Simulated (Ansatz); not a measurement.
# ZrS2: the cost of one run

Method: DFT PBE, scalar-relativistic, plane waves, PAW, in Ansatz 0.2.0.

## 1. The structure to begin with

Symmetry: P-3m1, No. 164, trigonal system. Conventional cell: a = 3.691 Å, b = 3.691 Å, c = 6.041 Å, α = 90.00°, β = 90.00°, γ = 120.00°. Zr (site symmetry -3m) is surrounded by 6 S at 2.57 Å. S (site symmetry 3m) is surrounded by 3 Zr at 2.57 Å.

Structure file:

```xyz
54
Lattice="11.0741 0.0000 0.0000 -5.5371 9.5905 0.0000 0.0000 0.0000 12.0822" Properties=species:S:1:pos:R:3 pbc="T T T"
Zr    0.0000    0.0000    0.0000
Zr    0.0000    0.0000    6.0411
Zr   -1.8457    3.1968    0.0000
Zr   -1.8457    3.1968    6.0411
Zr   -3.6914    6.3937    0.0000
Zr   -3.6914    6.3937    6.0411
Zr    3.6914    0.0000    0.0000
Zr    3.6914    0.0000    6.0411
Zr    1.8457    3.1968    0.0000
Zr    1.8457    3.1968    6.0411
Zr    0.0000    6.3937    0.0000
Zr    0.0000    6.3937    6.0411
Zr    7.3828    0.0000    0.0000
Zr    7.3828    0.0000    6.0411
Zr    5.5371    3.1968    0.0000
Zr    5.5371    3.1968    6.0411
Zr    3.6914    6.3937    0.0000
Zr    3.6914    6.3937    6.0411
S     1.8457    1.0656    4.6038
S     1.8457    1.0656   10.6449
S     0.0000    4.2624    4.6038
S     0.0000    4.2624   10.6449
S    -1.8457    7.4593    4.6038
S    -1.8457    7.4593   10.6449
S     5.5371    1.0656    4.6038
S     5.5371    1.0656   10.6449
S     3.6914    4.2624    4.6038
S     3.6914    4.2624   10.6449
S     1.8457    7.4593    4.6038
S     1.8457    7.4593   10.6449
S     9.2285    1.0656    4.6038
S     9.2285    1.0656   10.6449
S     7.3828    4.2624    4.6038
S     7.3828    4.2624   10.6449
S     5.5371    7.4593    4.6038
S     5.5371    7.4593   10.6449
S     0.0000    2.1312    1.4372
S     0.0000    2.1312    7.4783
S    -1.8457    5.3281    1.4372
S    -1.8457    5.3281    7.4783
S    -3.6914    8.5249    1.4372
S    -3.6914    8.5249    7.4783
S     3.6914    2.1312    1.4372
S     3.6914    2.1312    7.4783
S     1.8457    5.3281    1.4372
S     1.8457    5.3281    7.4783
S     0.0000    8.5249    1.4372
S     0.0000    8.5249    7.4783
S     7.3828    2.1312    1.4372
S     7.3828    2.1312    7.4783
S     5.5371    5.3281    1.4372
S     5.5371    5.3281    7.4783
S     3.6914    8.5249    1.4372
S     3.6914    8.5249    7.4783
```

The runs take a perfect supercell of 54 atoms; the defect goes to fractional position (0.222, 0.111, 0.381).

## 2. The perfect supercell

The input, input.yaml:

```yaml
crystal:
  lattice:
    - [11.074148, 0.0, 0.0]
    - [-5.537074, 9.590493, 0.0]
    - [0.0, 0.0, 12.082154]
  atoms:
    - { symbol: Zr, position: [0.0, 0.0, 0.0] }
    - { symbol: Zr, position: [0.0, 0.0, 0.5] }
    - { symbol: Zr, position: [0.0, 0.333333, 0.0] }
    - { symbol: Zr, position: [0.0, 0.333333, 0.5] }
    - { symbol: Zr, position: [0.0, 0.666667, 0.0] }
    - { symbol: Zr, position: [0.0, 0.666667, 0.5] }
    - { symbol: Zr, position: [0.333333, 0.0, 0.0] }
    - { symbol: Zr, position: [0.333333, 0.0, 0.5] }
    - { symbol: Zr, position: [0.333333, 0.333333, 0.0] }
    - { symbol: Zr, position: [0.333333, 0.333333, 0.5] }
    - { symbol: Zr, position: [0.333333, 0.666667, 0.0] }
    - { symbol: Zr, position: [0.333333, 0.666667, 0.5] }
    - { symbol: Zr, position: [0.666667, 0.0, 0.0] }
    - { symbol: Zr, position: [0.666667, 0.0, 0.5] }
    - { symbol: Zr, position: [0.666667, 0.333333, 0.0] }
    - { symbol: Zr, position: [0.666667, 0.333333, 0.5] }
    - { symbol: Zr, position: [0.666667, 0.666667, 0.0] }
    - { symbol: Zr, position: [0.666667, 0.666667, 0.5] }
    - { symbol: S, position: [0.222222, 0.111111, 0.381045] }
    - { symbol: S, position: [0.222222, 0.111111, 0.881045] }
    - { symbol: S, position: [0.222222, 0.444444, 0.381045] }
    - { symbol: S, position: [0.222222, 0.444444, 0.881045] }
    - { symbol: S, position: [0.222222, 0.777778, 0.381045] }
    - { symbol: S, position: [0.222222, 0.777778, 0.881045] }
    - { symbol: S, position: [0.555556, 0.111111, 0.381045] }
    - { symbol: S, position: [0.555556, 0.111111, 0.881045] }
    - { symbol: S, position: [0.555556, 0.444444, 0.381045] }
    - { symbol: S, position: [0.555556, 0.444444, 0.881045] }
    - { symbol: S, position: [0.555556, 0.777778, 0.381045] }
    - { symbol: S, position: [0.555556, 0.777778, 0.881045] }
    - { symbol: S, position: [0.888889, 0.111111, 0.381045] }
    - { symbol: S, position: [0.888889, 0.111111, 0.881045] }
    - { symbol: S, position: [0.888889, 0.444444, 0.381045] }
    - { symbol: S, position: [0.888889, 0.444444, 0.881045] }
    - { symbol: S, position: [0.888889, 0.777778, 0.381045] }
    - { symbol: S, position: [0.888889, 0.777778, 0.881045] }
    - { symbol: S, position: [0.111111, 0.222222, 0.118955] }
    - { symbol: S, position: [0.111111, 0.222222, 0.618955] }
    - { symbol: S, position: [0.111111, 0.555556, 0.118955] }
    - { symbol: S, position: [0.111111, 0.555556, 0.618955] }
    - { symbol: S, position: [0.111111, 0.888889, 0.118955] }
    - { symbol: S, position: [0.111111, 0.888889, 0.618955] }
    - { symbol: S, position: [0.444444, 0.222222, 0.118955] }
    - { symbol: S, position: [0.444444, 0.222222, 0.618955] }
    - { symbol: S, position: [0.444444, 0.555556, 0.118955] }
    - { symbol: S, position: [0.444444, 0.555556, 0.618955] }
    - { symbol: S, position: [0.444444, 0.888889, 0.118955] }
    - { symbol: S, position: [0.444444, 0.888889, 0.618955] }
    - { symbol: S, position: [0.777778, 0.222222, 0.118955] }
    - { symbol: S, position: [0.777778, 0.222222, 0.618955] }
    - { symbol: S, position: [0.777778, 0.555556, 0.118955] }
    - { symbol: S, position: [0.777778, 0.555556, 0.618955] }
    - { symbol: S, position: [0.777778, 0.888889, 0.118955] }
    - { symbol: S, position: [0.777778, 0.888889, 0.618955] }
basis:
  ecutwfc: 420
  fft_grid_basis: typed
kpoints:
  mp_grid: { grid: [3, 3, 1] }
hamiltonian:
  xc: pbe
  pseudopotentials: { kind: paw }
scf:
  occupations: { method: gaussian, width: 0.05 }
output:
  forces: true
  stress: false
  eigenvalues: true
  bader: false
  write_density: true
  volumetric_format: npy
```

The run is started by

```sh
$ ansatz run input.yaml --threads 8 --pin off --max-ram 16384MiB --backend cpu --events-out ev --progress --plain --runs-dir out
```

Q: Estimate wall time and peak memory on 8 threads of Arm Neoverse V2, shared host.

About 9.1 s, with a peak of 5 GiB.
